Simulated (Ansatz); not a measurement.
KI (rocksalt), relaxed with r2SCAN in Ansatz 0.2.0. The symmetry is Fm-3m (No. 225, cubic); a = 7.089 Å in the conventional setting, 44.52 Å³ an atom. K is surrounded by 6 I at 3.54 Å; I is surrounded by 6 K at 3.54 Å.

The axes x, y and z are those of this cell:
```xyz
2
Lattice="0.0000 3.5443 3.5443 3.5443 0.0000 3.5443 3.5443 3.5443 0.0000" Properties=species:S:1:pos:R:3 pbc="T T T"
K     0.0000    0.0000    0.0000
I     3.5443    3.5443    3.5443
```

Unstrained: PBE gives a direct gap of 3.944 eV at Γ. r2SCAN gives a direct gap of 4.586 eV at Γ. HSE06 gives a direct gap of 4.941 eV at Γ. Meshes: PBE 6×6×6, r2SCAN 6×6×6, HSE06 4×4×4. Strains are changes of length per length. After each strain the atoms were relaxed again with r2SCAN within the symmetry that the strain leaves, so tilts or polar shifts that break it weren't tested; points keep the names that they have in the unstrained zone. Spin-unpolarised throughout; all numbers are computed.

(1) One strain changed the r2SCAN stress by xx +0.05, yy +0.05, zz +0.51 GPa (compression positive) and the gap by +0.033 eV (PBE), +0.035 eV (r2SCAN), +0.036 eV (HSE06). Which kind of strain was it, and roughly how large?

(2) One strain changed the r2SCAN stress by xx +2.07, yy +2.07, zz +2.07 GPa (compression positive) and the gap by +0.307 eV (PBE), +0.342 eV (r2SCAN), +0.334 eV (HSE06). Which kind of strain was it, and roughly how large?

(3) One strain changed the r2SCAN stress by xx +0.71, yy +0.07, zz +0.07 GPa (compression positive) and the gap by +0.043 eV (PBE), +0.046 eV (r2SCAN), +0.048 eV (HSE06). Which kind of strain was it, and roughly how large?

(4) For epitaxial +1.0 % in the plane normal to [111], how far does the free direction move, and what happens to the gap?

(5) One strain changed the r2SCAN stress by xx +0.56, yy +0.56, zz -0.02 GPa (compression positive) and the gap by +0.059 eV (PBE), +0.064 eV (r2SCAN), +0.065 eV (HSE06). Which kind of strain was it, and roughly how large?

Results:

(1) Uniaxial -1.5 % along z, other directions held. The pattern of the stress gives the kind; the size needs the stiffness, so it is an estimate.

(2) Isotropic -4.0 % on every length. The pattern of the stress gives the kind; the size needs the stiffness, so it is an estimate.

(3) Uniaxial -2.0 % along x, other directions held. The pattern of the stress gives the kind; the size needs the stiffness, so it is an estimate.

(4) The normal strain at zero normal stress is -1.00 %, 1.00 of the in-plane strain with the sign turned. PBE: the gap goes from 3.944 to 3.887 eV (-0.057 eV); with r2SCAN the top three valence levels at Γ, degenerate before, become 1+2 from the top over 51 meV. r2SCAN: the gap goes from 4.586 to 4.525 eV (-0.061 eV). HSE06: the gap goes from 4.941 to 4.880 eV (-0.061 eV).

(5) Epitaxial -1.5 % in the xy plane, free normal strain +0.40 %. The pattern of the stress gives the kind; the size needs the stiffness, so it is an estimate.

Spin-orbit coupling is left out, which matters wherever the heavy atoms make up the band edges.

The meshes of the hybrids are coarse, so their gaps aren't converged to the digits shown.

The splittings at Γ are without spin-orbit coupling, which exceeds them in such compounds, regroups them and changes the shifts of the gap.
